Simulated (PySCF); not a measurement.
Structure problem from calculated spectra and properties.

Formula: C7H8O.

| Quantity | Value |
| --- | --- |
| NMR, other nuclei | isotropic shieldings of nuclei other than C and H, by class: 210 (1 O) ppm [GIAO PBE0/pcSseg-2] |
| Dipole | 1.66 D [PBE0/pcSseg-2] |
| Rotational structure | rotational constants A, B, C: 3.706, 1.814, 1.227 GHz [PBE0-D3(BJ)/def2-TZVP] |
| 1H NMR | chemical shifts (computed TMS as zero) by class: 7.49 (1 H), 7.00 (1 H), 6.99 (1 H), 6.57 (1 H), 4.06 (1 H), 2.37 (3 H) ppm [GIAO PBE0/pcSseg-2] |
| 13C NMR | chemical shifts (computed TMS as zero) by class: 168.2 (1 C), 150.6 (1 C), 140.2 (1 C), 128.9 (1 C), 121.7 (1 C), 120.0 (1 C), 24.2 (1 C) ppm [GIAO PBE0/pcSseg-2] |

Gas-phase values; electronic properties from PySCF, density fitting. Levels stand in brackets. The structure is a single PBE0-D3(BJ)/def2-TZVP conformer in the gas phase; no vibrational or solvent corrections. NMR values are class means; diastereotopic atoms form classes of their own.

Problem. Give a SMILES that accounts for the data.

Solution. Numbering: `[CH3:1][c:2]1[cH:3][cH:4][cH:5][c:6]([OH:7])[cH:8]1`. Its formula, C7H8O, gives 4 degrees of unsaturation: 1 ring and 3 π bonds in the structure found (Kekulé form). 7 carbons fall into 7 classes; from least to most shielded: aromatic carbon bearing oxygen [C6] (168.2 ppm), substituted aromatic carbon [C2] (150.6 ppm), aromatic CH carbon [C4] (140.2 ppm), aromatic CH carbon [C3] (128.9 ppm), aromatic CH carbon [C8] (121.7 ppm), aromatic CH carbon [C5] (120.0 ppm), benzylic-type carbon [C1] (24.2 ppm). Hydrogen classes from least to most shielded: 1 H on an aromatic CH carbon, C4 (7.49 ppm), 1 H on an aromatic CH carbon, C5 (7.00 ppm), 1 H on an aromatic CH carbon, C3 (6.99 ppm), 1 H on an aromatic CH carbon, C8 (6.57 ppm), 1 H on a phenol-type oxygen, O7 (4.06 ppm), 3 H on a benzylic-type carbon, C1 (2.37 ppm, a mean of values up to 0.5 ppm apart in this geometry). The other shieldings belong to: 210 ppm, phenol-type oxygen [O7]. By its constants the optimised geometry is an asymmetric top. Structure: m-cresol, `Cc1cccc(O)c1`. Computed isomers that give other values at the same levels: `OCc1ccccc1` (rotational constant A: 4.892 GHz; this holds for the one conformer computed); `Cc1ccc(O)cc1` (13C chemical shifts (computed TMS as zero) by class: 165.8 (1 C), 140.2 (2 C), 138.5 (1 C), 121.9 (2 C), 23.1 (1 C) ppm); `COc1ccccc1` (rotational constant A: 5.094 GHz; this holds for the one conformer computed). The assignments are read from this structure; whether some other isomer fits the data as well wasn't checked.

Shape of the structure used: `[CH3:1][c:2]1[cH:3][cH:4][cH:5][c:6]([OH:7])[cH:8]1`: H–O7–C6–C5 179°.
